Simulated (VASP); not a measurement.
Runs of VASP 6.6.1 on Ca. Symmetry: Pm-3m, No. 221, cubic system. Conventional cell: a = 3.523 Å, b = 3.523 Å, c = 3.523 Å, α = 90.00°, β = 90.00°, γ = 90.00°. Around Ca (site symmetry m-3m) lie 6 Ca at 3.52 Å. This isn't the form of Ca at room conditions, which is fcc.

```tsv
cell	k mesh	gap on the mesh (eV)	pressure (GPa)
Pm-3m, 43.73 Å³/atom	10 × 10 × 10	none	0.3
Pm-3m, 47.37 Å³/atom	10 × 10 × 10	none	-0.3
Pm-3m, 45.55 Å³/atom	15 × 15 × 15	none	0.0
Pm-3m, 51.01 Å³/atom	10 × 10 × 10	none	(a)
```

Alike in all rows: task single point; level BLYP; potentials or basis VASP PAW PBE potentials, release 64 (Ca_sv); no spin polarisation; cutoff (eV) 520; smearing fermi-dirac 0.1 eV.

Q: Fill in the values left out.

A: (a) -0.8.

Caveats: the PAW data sets were made with another functional, which shifts forces and pressure a little.

A gap of «none» marks a metal or a gap under the smearing width.
